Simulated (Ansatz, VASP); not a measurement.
**One calculation of Mo, two programs**

INCAR

```
PREC     = Accurate       # precision mode
ENCUT    = 520            # plane-wave cutoff, eV
EDIFF    = 1E-7           # SCF threshold, eV
ISMEAR   = -1             # smearing method
SIGMA    = 0.05           # smearing width, eV
LREAL    = F              # projectors in reciprocal space
LASPH    = T              # aspherical terms in the spheres
NELM     = 80             # most SCF steps
ALGO     = Fast           # electronic algorithm
ISIF     = 2              # what is computed and relaxed
LWAVE    = F              # write WAVECAR
LCHARG   = F              # write CHGCAR
GGA      = PS             # functional
NBANDS   = 13             # bands
```

Contents of KPOINTS:

```
regular mesh
0
Gamma
  12 12 12
```

The input POSCAR:

```
Mo
1.0
   -1.5943890000      1.5912960000      1.5845360000
    1.6123860000     -1.5430600000      1.5542960000
    1.6065880000      1.5552580000     -1.5362990000
Mo
1
Direct
   -0.0048930000     -0.0285050000     -0.0279780000
```

The input input.yaml:

```yaml
crystal:
  lattice:
    - [-1.594389, 1.591296, 1.584536]
    - [1.612386, -1.54306, 1.554296]
    - [1.606588, 1.555258, -1.536299]
  atoms:
    - { symbol: Mo, position: [-0.004893, -0.028505, -0.027978] }
kpoints:
  mp_grid: { grid: [12, 12, 12] }
scf:
  occupations: { method: fermi_dirac, width: 0.05 }
hamiltonian:
  xc: pbesol
  pseudopotentials: { kind: all_electron, lapw: { basis_error: 0.001 } }
output:
  forces: true
  stress: true
  eigenvalues: true
  populations: true
```

Change from the starting cell: cell strained at random at fixed volume.

Alike in both runs: task single point; functional PBEsol; k mesh 12 × 12 × 12; occupations fermi-dirac, width 0.05 eV; no spin polarisation.

|  | VASP | Ansatz |
| --- | --- | --- |
| version | VASP 6.6.1 | Ansatz 0.2.0 |
| potentials or method | VASP PAW PBE potentials, release 64 (Mo_sv) | all-electron LAPW, scalar-relativistic |
| plane-wave cutoff (eV) | 520 | see its input |

Ansatz gave:

```
gap on the k mesh at the Fermi level (eV)       : none
pressure (GPa)                                  : -9.4
largest component of the traceless stress (GPa) : 5.27
```

Estimate VASP's values.

gap on the k mesh at the Fermi level (eV): none; pressure (GPa): -8.9; largest component of the traceless stress (GPa): 5.26.

A gap of «none» marks a metal or a gap that the smearing closes. Ansatz ran all-electron here, so the differences hold the error of VASP's frozen core and of both bases.

Caveats: the PAW data sets were made with another functional, which shifts forces and pressure a little (VASP).
